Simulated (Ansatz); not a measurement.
The system is Ir.

```
Ir
1.0
     0.00000    1.91560    1.91560
     1.91560    0.00000    1.91560
     1.91560    1.91560    0.00000
Ir
1
Cartesian
  0.0000 0.0000 0.0000
```

Base run:

- Program: Ansatz 0.2.0
- Functional: PBE
- Potentials or basis: Ansatz PAW
- Cutoff: 420 eV (not typed: the program's choice for these potentials)
- k mesh: 9 × 9 × 9
- Occupations: fermi-dirac, width 0.05 eV
- Spin: spin-orbit coupling, no magnetisation

Its results: band gap on the k mesh none (metal or under the smearing width); pressure 11.8 GPa.

Problem. The run is repeated on the same cell with these changes: functional from PBE to HSE06; k mesh from 9 × 9 × 9 to 5 × 5 × 5. What comes out?

Solution. Band gap on the k mesh none (metal or under the smearing width); pressure 4.8 GPa.

Several settings changed at once, so the effect can't be laid on one alone.

Caveats: some runs use coarse meshes; the PAW data sets come from PBE, with cores solved anew for the run's functional, which leaves a small shift of forces and pressure (some runs); the thresholds are loose for stress (some runs).
